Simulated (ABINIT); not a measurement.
Runs of ABINIT 10.8.3 (patched build) on CsSnI3. Symmetry: Pm-3m, No. 221, cubic system. The conventional cell has a = 6.206 Å, b = 6.206 Å, c = 6.206 Å, α = 90.00°, β = 90.00°, γ = 90.00°. Cs (site symmetry m-3m) has 12 I at 4.39 Å as nearest neighbours. I (site symmetry 4/mmm) is surrounded by 2 Sn at 3.10 Å. Sn (site symmetry m-3m) has 6 I at 3.10 Å as nearest neighbours. 

```csv
task,level,potentials or basis,k mesh,mesh quality,gap on the mesh (eV)
single point,PBE,JTH PAW PBE v2.0,3 × 3 × 3,not flagged,3.09
single point,PBEsol,JTH PAW PBE v2.0,4 × 4 × 4,not flagged,0.23
band structure,PBE,JTH PAW PBE v2.0,5 × 5 × 5,not flagged,1.74
band structure,PBEsol,JTH PAW PBE v2.0 sp,5 × 5 × 5,not flagged,(b)
single point,PBE,JTH PAW PBE v2.0,4 × 4 × 4,not flagged,(a)
band structure,RPBE,JTH PAW PBE v2.0,5 × 5 × 5,not flagged,1.75
```

Alike in all rows: no spin polarisation; cell as given; cutoff (eV) 544; smearing fermi-dirac 0.05 eV.

Problem. Estimate the missing entries.

Solution. (a) 0.28; (b) 1.72.

Caveats: spin-orbit coupling is left out, which moves the levels of the heavy elements; the cell was measured hot, at 500 K; an odd mesh through Γ misses points on the zone boundary, where band edges often lie (some runs); this set keeps more shells in the core, which shifts pressures and gaps (some runs).

A k mesh can miss the band edges, and the runs leave out spin-orbit coupling on Cs, I, Sn.

The runs don't all hold the same shells in valence.
